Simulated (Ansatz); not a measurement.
## Moving the functional in K

```xyz
1
Lattice="-2.6976 2.6976 2.6976 2.6976 -2.6976 2.6976 2.6976 2.6976 -2.6976" Properties=species:S:1:pos:R:3 pbc="T T T"
K     0.0000    0.0000    0.0000
```

Kept alike: task band structure; k mesh 7 × 7 × 7; occupations fermi-dirac, width 0.05 eV; no spin polarisation. Program: Ansatz, all-electron LAPW, scalar-relativistic. The mesh is that of the run's cell of 1 atom. No spin-orbit coupling.

```csv
functional,pressure (GPa)
BLYP,-0.11
LDA,-0.62
PBE,-0.20
PBEsol,-0.32
RPBE,0.08
revPBE,0.04
```

Pressure is positive in compression. For a metal such a mesh leaves the last digits unconverged.

The pressure runs from -0.62 (LDA) to 0.08 GPa (RPBE). From PBE: BLYP +0.09; LDA -0.42; PBEsol -0.12; RPBE +0.28; revPBE +0.24.
